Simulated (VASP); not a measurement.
AlN, 4 atoms in the cell. The structure is hexagonal, space group P6_3mc (No. 186). The conventional cell has a = 3.113 Å, b = 3.113 Å, c = 4.981 Å, α = 90.00°, β = 90.00°, γ = 120.00°. Al (site symmetry 3m) is surrounded by 4 N at 1.89 Å. Around N (site symmetry 3m) lie 4 Al at 1.89 Å. 

- Program: VASP 6.6.1
- Task: single point
- Functional: PBE
- Potentials or basis: VASP PAW PBE potentials, release 64 (Al, N)
- Cutoff: 600 eV
- k mesh: 9 × 9 × 6
- Occupations: gaussian, width 0.02 eV
- Spin: no spin polarisation
- Further INCAR settings: ALGO = Normal; EDIFF = 1e-07; NBANDS = 16

Potentials or basis: VASP PAW PBE potentials, release 64 (Al, N).

The run is started by

```sh
$ cat potpaw_PBE.64/Al/POTCAR potpaw_PBE.64/N/POTCAR > POTCAR
$ mpirun -np 1 vasp_std > vasp.out
```

Hardware: 1 thread of AMD EPYC 9R14 (Zen 4), with other jobs on the host.

**Question.** How long does it take, and how much memory?

**Answer.** Wall time 23 s on 1 thread of AMD EPYC 9R14 (Zen 4), with other jobs on the host, peak memory 0.16 GiB. Counts: scf iterations 14, k points 48.
